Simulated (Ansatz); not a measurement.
As:

```xyz
2
Lattice="-2.7037 0.0000 -2.7037 0.0000 -2.7037 -2.7037 -2.7037 -2.7037 0.0000" Properties=species:S:1:pos:R:3 pbc="T T T"
As   -1.4417   -1.3087   -1.3613
As   -3.9656   -4.0987   -4.0461
```

This isn't the form of As at room conditions, which is rhombohedral.

The cell isn't the ideal one: all atoms moved at random, sigma 0.1 Å a component.

Base run:

| Item | Value |
| --- | --- |
| Program | Ansatz 0.2.0 |
| Functional | HSE06 form with a typed share of exact exchange |
| Potentials or basis | Ansatz PAW |
| Cutoff | 420 eV (not typed: the program's choice for these potentials) |
| k mesh | 5 × 5 × 5 |
| Occupations | fermi-dirac, width 0.05 eV |
| Spin | no spin polarisation |

Its results: band gap on the k mesh 0.20 eV, indirect (least direct gap 0.42 eV); pressure 1.1 GPa; largest force 0.982 eV/Å.

Q: After a change of settings the same cell gave: band gap on the k mesh 0.18 eV, indirect (least direct gap 0.36 eV); pressure 1.9 GPa; largest force 0.866 eV/Å. Which change was it?
A. screening (1/å) from 0.2 to 0.4
B. screening (1/å) from 0.2 to 0.1
C. screening (1/å) from 0.2 to 0.15

A: A.

Caveats: odd divisions of the mesh miss points on the zone boundary, where band edges often lie, so the gap on the mesh can be too wide; the PAW data sets come from PBE, with cores solved anew for the run's functional, which leaves a small shift of forces and pressure; the thresholds are loose for stress.
